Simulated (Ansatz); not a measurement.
# SiO2 (I4_122) in Ansatz: notebook

One crystal, SiO2, is run at these levels: PBE+D3(BJ), PBE; tasks: relaxation of cell and atoms, single point.

Program: Ansatz 0.2.0. These are calculated values, not measurements. Logs are shortened: lines on timing, memory, paths and dates and some standing lists are left out, and cuts for length are marked.

## (1) The crystal as given

The structure is tetragonal, space group I4_122 (No. 98). The conventional cell has a = 5.676 Å, b = 5.676 Å, c = 11.320 Å, α = 90.00°, β = 90.00°, γ = 90.00°. Around Si (site symmetry 2) lie 4 O at 1.63 to 1.64 Å. O (site symmetry 2) is surrounded by 2 Si at 1.63 Å. Around O (site symmetry 2) lie 2 Si at 1.64 Å.

The cell comes from a database or a generator and needn't be the stable form of this composition.

## (2) Relaxation of cell and atoms, PBE+D3(BJ)

File input.yaml:

```yaml
crystal:
  lattice:
    - [-2.837898, 2.837898, 5.66021]
    - [2.837898, -2.837898, 5.66021]
    - [2.837898, 2.837898, -5.66021]
  atoms:
    - { symbol: Si, position: [0.875, 0.263618, 0.888618] }
    - { symbol: Si, position: [0.013618, 0.625, 0.888618] }
    - { symbol: Si, position: [0.736382, 0.125, 0.111382] }
    - { symbol: Si, position: [0.375, 0.986382, 0.111382] }
    - { symbol: O, position: [0.633727, 0.133727, 0.5] }
    - { symbol: O, position: [0.467877, 0.967877, 0.935754] }
    - { symbol: O, position: [0.032123, 0.532123, 0.064246] }
    - { symbol: O, position: [0.116273, 0.116273, 0.0] }
    - { symbol: O, position: [0.883727, 0.883727, 0.0] }
    - { symbol: O, position: [0.866273, 0.366273, 0.5] }
    - { symbol: O, position: [0.282123, 0.717877, 0.0] }
    - { symbol: O, position: [0.717877, 0.282123, 0.0] }
hamiltonian:
  xc: pbe
  pseudopotentials: { kind: paw }
  dispersion: d3bj
kpoints:
  mp_grid: { grid: [7, 7, 7] }
scf:
  occupations: { method: fermi_dirac, width: 0.05 }
output:
  forces: true
  stress: true
  eigenvalues: true
relax:
  f_tol: 0.01
  max_steps: 40
  cell: { stress_tol: 0.05 }
```

Potentials or basis: Ansatz PAW.

Command:

```console
$ ansatz run input.yaml --threads 4 --pin off --max-ram 11264MiB --backend cpu --events-out ev --progress --plain --runs-dir out
```

Log:

```text
Warning: RAYON_NUM_THREADS=4 ignored (pool sized by the plan → 4); use --threads N
Engine: ansatz 0.2.0, aarch64-unknown-linux-gnu
Pseudopotentials: kind: paw
Pseudopotential: Si, paw, valence charge 4, recommended cutoff 420 eV (normal), Si.paw.azcp
Pseudopotential: O, paw, valence charge 6, recommended cutoff 420 eV (normal), O.paw.azcp
Functional definition: PBE
  parameter kappa = 0.804
  parameter beta = 0.06672455060314922
  exchange = pbe_x(kappa = kappa, mu = beta*pi^2/3)
  correlation = pbe_c(beta = beta)
Crystal: 12 atoms, lattice volume = 182.342 Å³
Basis set: ecut = 420 eV, 3571 PW (Γ), exchange–correlation on 96×96×96 points (8 copies of the dense FFT grid, shifted against one another)
Bands: 44, of which v1, the nominal top of the filled ones, is band 32 counted from 1 (31 counted from 0)
Symmetry: 8 space group operations
Space group: I4122 (ITA 98), of the structure as read, at distance tolerance 5.7e-5 Å
k-points: 40 of 343 (time reversal used)
Non-local potential: Si, projectors of the file, l = 0: 2, l = 1: 2, l = 2: 2
Non-local potential: O, projectors of the file, l = 0: 2, l = 1: 2, l = 2: 1
PAW form: soft (Blöchl's): semilocal exchange-correlation on the pseudo side does not see the compensation charge
PAW one-centre angular grid: Si, 110 points (default); XC on 64 Gauss nodes
PAW one-centre angular grid: O, 110 points (default); XC on 64 Gauss nodes
Initial density: superposition of atomic densities (neutral atoms: chi_scale 0, normalization atom), corrected by the library's trained network
Initial wavefunctions: pseudopotential atomic-orbital guess
Functional: x = pbe(κ = 0.804, μ = 0.2195149727645171), c = pbe(β = 0.06672455060314922)
SCF iter   1: F=—  HF=-7096.001811 eV  |F-HF|=—  |Δ(HF+E_count)|=         —  Δρ=2.14e-3  dr2=4.57e-3  ethr=1.77e-3  ⟨swp⟩=6.6  Hψ=9280  notcnv=0  defer=57
preconditioner: auto → Resta (q_TF=auto, 2.291 Å⁻¹)  ε∞=2.9  [insulator: Δε(μ)=4.822 eV  Ē_g=16.042 eV  σ=0.050 eV  W_gap=1.00  n_scr=36 (ndim 8)  ℏωp=22.0 eV  f_vac=0.266  D(μ)=0.00/eV (n_scr^D=0)  ε∞_Penn≈2.9]
SCF iter   2: F=—  HF=-7096.003247 eV  |F-HF|=—  |Δ(HF+E_count)|=   1.44e-3  Δρ=9.88e-4  dr2=8.03e-4  ethr=7.13e-6  ⟨swp⟩=2.0  Hψ=3035  notcnv=0  defer=119
SCF iter   3: F=—  HF=-7096.003944 eV  |F-HF|=—  |Δ(HF+E_count)|=   6.97e-4  Δρ=3.87e-4  dr2=1.93e-4  ethr=1.26e-6  ⟨swp⟩=3.0  Hψ=3153  notcnv=0  defer=119
SCF iter   4: F=—  HF=-7096.004115 eV  |F-HF|=—  |Δ(HF+E_count)|=   1.71e-4  Δρ=7.12e-5  dr2=9.98e-6  ethr=3.01e-7  ⟨swp⟩=2.0  Hψ=2493  notcnv=0  defer=119
SCF iter   5: F=—  HF=-7096.004065 eV  |F-HF|=—  |Δ(HF+E_count)|=   5.04e-5  Δρ=4.94e-5  dr2=3.27e-6  ethr=1.56e-8  ⟨swp⟩=2.0  Hψ=2741  notcnv=0  defer=119
SCF iter   6: F=—  HF=-7096.004065 eV  |F-HF|=—  |Δ(HF+E_count)|=   3.26e-8  Δρ=1.12e-5  dr2=2.38e-7  ethr=5.11e-9  ⟨swp⟩=2.0  Hψ=2622  notcnv=0  defer=119
SCF iter   7: F=-7096.004065 eV  HF=-7096.004065 eV  |F-HF|=1.93e-8  |Δ(HF+E_count)|=   1.26e-7  Δρ=2.53e-6  dr2=1.37e-8  ethr=1.56e-10  ⟨swp⟩=12.4  Hψ=8688  notcnv=0
SCF 1 converged in 7 iterations: F = -7096.004065 eV  dr2 = 1.37e-8
relax step   1: F+E_penalty+E_count = -7096.00406513 eV  Δ(F+E_penalty+E_count) = +0.000e0 eV  max|allowed force component| = 6.536e-3 eV/Å  Δτ_max = 0.0000 Å  P = -1.355 GPa  Ω = 182.342 Å³  (7 SCF iters, dr2 threshold 1.00e-7 eV, accepted)
Crystal: 12 atoms, lattice volume = 180.936 Å³
Basis set: ecut = 420 eV, 3555 PW (Γ), exchange–correlation on 96×96×96 points (8 copies of the dense FFT grid, shifted against one another)
Initial density: handed on by an earlier stage of this run
Initial wavefunctions: those handed on with the density
iter 1 solved again at ethr=5.64e-6 eV; its pass at ethr=3.10e-3 eV (dr2=3.61e-3 eV) is discarded
SCF iter   1: F=—  HF=-7096.018401 eV  |F-HF|=—  |Δ(HF+E_count)|=         —  Δρ=1.48e-3  dr2=3.09e-3  ethr=5.64e-6  ⟨swp⟩=2.5  Hψ=7396  notcnv=0
preconditioner: auto → Resta (q_TF=auto, 2.294 Å⁻¹)  ε∞=2.9  [insulator: Δε(μ)=4.866 eV  Ē_g=16.114 eV  σ=0.050 eV  W_gap=1.00  n_scr=36 (ndim 8)  ℏωp=22.1 eV  f_vac=0.261  D(μ)=0.00/eV (n_scr^D=0)  ε∞_Penn≈2.9]
SCF iter   2: F=—  HF=-7096.017657 eV  |F-HF|=—  |Δ(HF+E_count)|=   7.44e-4  Δρ=6.79e-4  dr2=4.37e-4  ethr=4.82e-6  ⟨swp⟩=2.0  Hψ=2720  notcnv=0
SCF iter   3: F=—  HF=-7096.017549 eV  |F-HF|=—  |Δ(HF+E_count)|=   1.08e-4  Δρ=2.73e-4  dr2=1.06e-4  ethr=6.82e-7  ⟨swp⟩=1.0  Hψ=1760  notcnv=0
SCF iter   4: F=—  HF=-7096.017541 eV  |F-HF|=—  |Δ(HF+E_count)|=   7.49e-6  Δρ=4.43e-5  dr2=3.54e-6  ethr=1.66e-7  ⟨swp⟩=2.2  Hψ=3050  notcnv=0
SCF iter   5: F=—  HF=-7096.017543 eV  |F-HF|=—  |Δ(HF+E_count)|=   1.72e-6  Δρ=3.81e-5  dr2=1.99e-6  ethr=1.87e-9  ⟨swp⟩=9.7  Hψ=9371  notcnv=0
[... 57 lines left out ...]
SCF iter   5: F=—  HF=-7096.021062 eV  |F-HF|=—  |Δ(HF+E_count)|=   1.17e-7  Δρ=9.50e-6  dr2=1.33e-7  ethr=6.56e-10  ⟨swp⟩=2.0  Hψ=2852  notcnv=0
SCF iter   6: F=-7096.021062 eV  HF=-7096.021062 eV  |F-HF|=6.10e-9  |Δ(HF+E_count)|=   6.37e-9  Δρ=1.80e-6  dr2=4.94e-9  ethr=6.64e-11  ⟨swp⟩=8.9  Hψ=7873  notcnv=0
SCF 7 converged in 6 iterations: F = -7096.021062 eV  dr2 = 4.94e-9
relax step   7: F+E_penalty+E_count = -7096.02106206 eV  Δ(F+E_penalty+E_count) = -1.212e-3 eV  max|allowed force component| = 2.869e-3 eV/Å  Δτ_max = 0.0029 Å  P = -0.007 GPa  Ω = 178.422 Å³  energy of the carried Pulay correction = +1.083e-3 eV  (6 SCF iters, dr2 threshold 4.25e-8 eV, accepted)
iter 1 solved again at ethr=1.16e-7 eV; its pass at ethr=3.10e-3 eV (dr2=7.42e-5 eV) is discarded
SCF iter   1: F=—  HF=-7096.020035 eV  |F-HF|=—  |Δ(HF+E_count)|=         —  Δρ=1.54e-5  dr2=6.33e-8  ethr=1.16e-7  ⟨swp⟩=3.9  Hψ=14529  notcnv=0
preconditioner: auto → Resta (q_TF=auto, 2.300 Å⁻¹)  ε∞=2.9  [insulator: Δε(μ)=4.849 eV  Ē_g=16.156 eV  σ=0.050 eV  W_gap=1.00  n_scr=36 (ndim 8)  ℏωp=22.2 eV  f_vac=0.256  D(μ)=0.00/eV (n_scr^D=0)  ε∞_Penn≈2.9]
SCF iter   2: F=—  HF=-7096.019975 eV  |F-HF|=—  |Δ(HF+E_count)|=   6.07e-5  Δρ=7.28e-6  dr2=1.64e-8  ethr=9.90e-11  ⟨swp⟩=2.8  Hψ=3294  notcnv=0
SCF iter   3: F=—  HF=-7096.019975 eV  |F-HF|=—  |Δ(HF+E_count)|=   2.85e-8  Δρ=2.27e-6  dr2=1.98e-9  ethr=2.55e-11  ⟨swp⟩=2.8  Hψ=3176  notcnv=0
SCF iter   4: F=—  HF=-7096.019975 eV  |F-HF|=—  |Δ(HF+E_count)|=   2.68e-9  Δρ=2.92e-7  dr2=1.40e-10  ethr=3.10e-12  ⟨swp⟩=2.0  Hψ=2949  notcnv=0
SCF iter   5: F=-7096.019975 eV  HF=-7096.019975 eV  |F-HF|=4.00e-11  |Δ(HF+E_count)|=  9.55e-11  Δρ=1.36e-7  dr2=3.93e-11  ethr=1.00e-12  ⟨swp⟩=6.6  Hψ=6542  notcnv=0
SCF 8 converged in 5 iterations: F = -7096.019975 eV  dr2 = 3.93e-11
relax step   8: F+E_penalty+E_count = -7096.01997465 eV  Δ(F+E_penalty+E_count) = +1.087e-3 eV  max|allowed force component| = 2.843e-3 eV/Å  Δτ_max = 0.0000 Å  P = -0.013 GPa  Ω = 178.422 Å³  stress off target by 2.26e-2 GPa  SCF on the basis re-selected at this cell (its energy is not comparable with the rows above)  (5 SCF iters)
basis re-selected at this cell: Δ(F+E_penalty+E_count) = +1.087e-3 eV, ΔP = -0.006 GPa vs the last step (what re-selecting the basis moved, of the pressure what is left beyond the Pulay correction that the steps carried, after the strain that the cell walked since its last selection, with what the two solves' SCF thresholds leave and, on support functions, any second-order correction that the steps lacked; it is no measure of the basis error at this ecutwfc). This SCF's stress stands 2.26e-2 GPa from its target on what of the cell is left free (relax.cell.stress_tol is 5.00e-2 GPa) and its largest allowed force component is 2.84e-3 eV/Å (relax.f_tol is 1.00e-2 eV/Å): within both
SCF converged after 5 iterations
Free energy (F): -7096.019975 eV
Harris-Foulkes:  -7096.019975 eV  (|F-HF|=4.00e-11)
Internal energy: -7096.019975 eV  (E = F + TS)
E sigma→0 (E₀):  -7096.019975 eV
Fermi energy:    3.984942 eV
--- Per-component energies (eV) ---
  E_band       = -361.328797
  E_kinetic    = 1607.433826
  E_local      = -4750.527813  (includes V_loc(G=0)·N_el)
  E_nonlocal   = 479.312554
  E_hartree    = 1777.618860
  E_xc         = -816.022908
  E_vxc        = -947.129719  (∫ρ·V_xc dr)
  E_paw        = -3324.316361  (= ΣΔE_a)
  E_vpaw       = -305.675835  (= ΣTr[D̂ρ^β])
  E_aug_tail   = 0.020591  (compensation charges beyond the density's cutoff)
  E_ewald      = -2068.134392
  E_disp       = -1.404331  (pairwise vdW)
  E_smearing   = -0.000000  (= −TS)
  E_closure    = 0.000000  (closes the sum)
  Σ components = -7096.019975   (vs F -7096.019975, Δ=0.00e0)
--- Forces (eV/Å), atoms counted from 1 ---
  atom   1  Si     0.00284327     0.00000000     0.00000000
  atom   2  Si    -0.00000000     0.00284327    -0.00000000
  atom   3  Si    -0.00000000    -0.00284327     0.00000000
  atom   4  Si    -0.00284327     0.00000000     0.00000000
  atom   5  O      0.00000000     0.00000000     0.00084892
  atom   6  O      0.00118259     0.00118259     0.00000000
  atom   7  O     -0.00118259    -0.00118259    -0.00000000
  atom   8  O     -0.00000000    -0.00000000    -0.00084892
  atom   9  O     -0.00000000     0.00000000     0.00084892
  atom  10  O     -0.00000000     0.00000000    -0.00084892
  atom  11  O      0.00118259    -0.00118259     0.00000000
  atom  12  O     -0.00118259     0.00118259    -0.00000000
  max |Σ_I F_I| component: 4.99e-18 eV/Å
--- Stress (GPa, compression-positive) ---
       -0.008165       0.000000       0.000000
        0.000000      -0.008165      -0.000000
        0.000000      -0.000000      -0.022613
  P = ⅓ Tr σ = -0.0130 GPa (-0.130 kbar)
--- Band table (eV; the first three rows and the last of 40) ---
  k-point 0: bands = ["-18.2388", "-16.9291", "-16.6865", "-16.6865", "-16.4234", "-16.2726", "-16.1158", "-15.7740", "-7.2962", "-7.2962", "-5.6142", "-4.5278", "-4.5278", "-3.7694", "-3.7694", "-3.6799", "-2.5388", "-1.8962", "-1.4594", "-1.1192", "-1.1192", "-0.6756", "-0.6756", "-0.5831", "-0.3473", "-0.3473", "-0.1108", "-0.1025", "0.7988", "0.7988", "1.2365", "1.4995", "6.3486", "8.8587", "8.9016", "10.4084", "10.4084", "10.6341", "10.8882", "10.9129", "11.2355", "12.1396", "12.1396", "12.4572"]
  k-point 1: bands = ["-18.1842", "-17.0258", "-16.8331", "-16.6323", "-16.3373", "-16.2636", "-16.0607", "-15.7985", "-7.2666", "-7.1466", "-5.8333", "-4.6106", "-4.3779", "-3.8213", "-3.7719", "-3.6159", "-2.4958", "-1.9227", "-1.4162", "-1.2267", "-1.0972", "-0.8597", "-0.7155", "-0.5319", "-0.5235", "-0.3221", "-0.0765", "0.2864", "0.6896", "0.7219", "1.2248", "1.4377", "6.6666", "8.9956", "9.1489", "10.3717", "10.4346", "10.6216", "10.7169", "10.9267", "11.3120", "12.0167", "12.2560", "12.6016"]
  k-point 2: bands = ["-18.0324", "-17.1664", "-17.0961", "-16.5802", "-16.2638", "-16.2050", "-15.9432", "-15.8671", "-7.1850", "-6.7244", "-6.2182", "-4.9030", "-4.1584", "-3.9026", "-3.7601", "-3.5070", "-2.4252", "-2.0877", "-1.4967", "-1.3443", "-0.9913", "-0.9895", "-0.7854", "-0.4923", "-0.4314", "-0.1903", "-0.0462", "0.3259", "0.4683", "0.8689", "1.0183", "1.3921", "7.4271", "9.3440", "9.7821", "10.2654", "10.4508", "10.5550", "10.5998", "10.8480", "11.5773", "11.8834", "12.2483", "12.5121"]
  k-point 39: bands = ["-17.7660", "-17.7170", "-17.1164", "-16.3027", "-16.2741", "-16.2156", "-15.8451", "-15.8266", "-8.0880", "-6.5442", "-5.1186", "-4.6947", "-4.6575", "-4.3656", "-4.0869", "-2.9979", "-2.2727", "-2.2539", "-1.3051", "-1.1338", "-1.0700", "-0.8750", "-0.8714", "-0.5399", "-0.4031", "-0.3085", "0.2906", "0.4480", "0.5436", "0.9419", "0.9615", "1.0450", "8.1181", "8.2057", "9.3970", "9.4657", "9.5508", "10.3826", "10.3877", "10.5243", "10.8567", "11.2607", "12.5176", "12.5296"]
--- Relaxed structure (6 steps of the walk, 6 accepted, 2 SCFs on fresh bases) ---
  F+E_penalty+E_count = -7096.01997465 eV   max|allowed force component| = 2.843e-3 eV/Å   (the final SCF, on the basis selected at the relaxed cell)
  cell:  # Å, volume = 178.4222 Å³
    - [-2.8120619325396112, 2.8120619325396112, 5.640779282523208]
    - [2.8120619325396112, -2.8120619325396112, 5.640779282523208]
    - [2.8120619325396112, 2.8120619325396112, -5.640779282523208]
  atoms:
    - { symbol: Si, position: [0.875, 0.26656090626783907, 0.8915609062678391] }
    - { symbol: Si, position: [0.016560906267839043, 0.625, 0.8915609062678391] }
    - { symbol: Si, position: [0.7334390937321609, 0.125, 0.10843909373216082] }
    - { symbol: Si, position: [0.3750000000000001, 0.9834390937321609, 0.10843909373216082] }
    - { symbol: O, position: [0.6348913323644688, 0.1348913323644688, 0.5] }
    - { symbol: O, position: [0.46378567425931316, 0.9637856742593133, 0.9275713485186264] }
    - { symbol: O, position: [0.03621432574068695, 0.5362143257406868, 0.07242865148137373] }
    - { symbol: O, position: [0.11510866763553125, 0.11510866763553125, 1.2734803159304224e-20] }
    - { symbol: O, position: [0.8848913323644689, 0.8848913323644689, 1.273480315930417e-20] }
    - { symbol: O, position: [0.8651086676355313, 0.3651086676355314, 0.5] }
    - { symbol: O, position: [0.2862143257406869, 0.7137856742593132, 0.0] }
    - { symbol: O, position: [0.7137856742593132, 0.2862143257406869, 0.0] }
```

Run time: 67 s. Hardware: 4 threads of Arm Neoverse V1, shared host; peak memory 0.67 GiB.

What came out:

```yaml
Free_energy: -7096.0200 eV
Relaxed_volume: 14.87 Å³/atom
Relaxed_cell: a = 6.902 Å, b = 6.902 Å, c = 6.902 Å, α = 131.91°, β = 131.91°, γ = 70.37°
Space_group_after_relaxing_to_0.05_Å: I4_122 (No. 98)
Energy_gained_by_relaxing: 1.3 meV/atom
Ionic_steps: 8
Pressure_after_relaxing: 0.0 GPa
Band_gap_on_the_k_mesh: 4.85 eV, direct
```

Forces on the atoms (eV/Å):
```
Si   0.003  0.000  0.000
Si   0.000  0.003  0.000
Si   0.000 -0.003  0.000
Si  -0.003  0.000  0.000
O    0.000  0.000  0.001
O    0.001  0.001  0.000
O   -0.001 -0.001  0.000
O    0.000  0.000 -0.001
O    0.000  0.000  0.001
O    0.000  0.000 -0.001
O    0.001 -0.001  0.000
O   -0.001  0.001  0.000
```

The path:
```tsv
step	energy change (eV)	largest force (eV/Å)	volume (Å³)
1	0.0000	0.0092	182.34
2	-0.0135	0.0240	180.94
3	-0.0254	0.0279	178.88
4	-0.0259	0.0125	178.76
5	-0.0260	0.0024	178.75
6	-0.0158	0.0025	178.75
7	-0.0170	0.0029	178.42
8	-0.0159	0.0028	178.42
```

Final structure:
```yaml
crystal:
  lattice:
    - [-2.81206, 2.81206, 5.64078]
    - [2.81206, -2.81206, 5.64078]
    - [2.81206, 2.81206, -5.64078]
  atoms:
    - { symbol: Si, position: [0.87500, 0.26656, 0.89156] }
    - { symbol: Si, position: [0.01656, 0.62500, 0.89156] }
    - { symbol: Si, position: [0.73344, 0.12500, 0.10844] }
    - { symbol: Si, position: [0.37500, 0.98344, 0.10844] }
    - { symbol: O, position: [0.63489, 0.13489, 0.50000] }
    - { symbol: O, position: [0.46379, 0.96379, 0.92757] }
    - { symbol: O, position: [0.03621, 0.53621, 0.07243] }
    - { symbol: O, position: [0.11511, 0.11511, 0.00000] }
    - { symbol: O, position: [0.88489, 0.88489, 0.00000] }
    - { symbol: O, position: [0.86511, 0.36511, 0.50000] }
    - { symbol: O, position: [0.28621, 0.71379, 0.00000] }
    - { symbol: O, position: [0.71379, 0.28621, 0.00000] }
```

Levels at points of the mesh, in eV from the valence-band top:
| k point | band 28 | band 29 | band 30 | band 31 | band 32 | band 33 | band 34 | band 35 | band 36 | band 37 |
| --- | --- | --- | --- | --- | --- | --- | --- | --- | --- | --- |
| (0.00, 0.00, 0.00) | -1.60 | -0.70 | -0.70 | -0.26 | 0.00 | 4.85 | 7.36 | 7.40 | 8.91 | 8.91 |

Caveat: odd divisions of the mesh miss points on the zone boundary, where band edges often lie, so the gap on the mesh can be too wide; the plane-wave basis is chosen anew once the cell has moved, so the energies of steps on either side of that aren't comparable; the pressure holds a Pulay correction of +0.5 GPa for the finite cutoff. A k mesh can miss the band edges.

[end of part 1 of 2]
